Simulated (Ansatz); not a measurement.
Choice of functional: O

```xyz
2
Lattice="0.0000 2.1075 3.3449 1.4784 0.0000 3.3449 1.4784 2.1075 0.0000" Properties=species:S:1:pos:R:3 pbc="T T T"
O     1.4784    2.1075    0.5827
O     1.4784    2.1075    6.1070
```

Atoms are numbered in the order listed.

The cell comes from COD entry 2106877, which wasn't checked; take it as a given geometry.

Solid oxygen carries moments on its molecules; these runs leave spin out.

One fixed cell is solved with several functionals by frozen-core PAW in Ansatz 0.2.0, scalar-relativistically. A positive pressure means that the functional wants a larger cell.

The PAW files were made with PBE; their cores are remade for each functional.

The runs use a Γ-centred 12×12×12 k mesh, Fermi–Dirac smearing of 0.01 eV, cutoff 420 eV, no spin polarisation.

Cutoffs: PBE 420 eV, LDA 420 eV, PBEsol 420 eV, r²SCAN 500 eV.

| setting | P (GPa) | force O2 z (eV/Å) | lowest level at Γ above −25 eV, from the valence-band top or, without a gap, the Fermi level (eV) |
| --- | --- | --- | --- |
| PBE | 12.86 | -3.781 | -14.07 |
| LDA | 1.50 | -2.554 | -13.67 |
| PBEsol | 7.76 | -3.293 | -13.96 |
| r²SCAN | 7.18 | -3.142 | -15.09 |
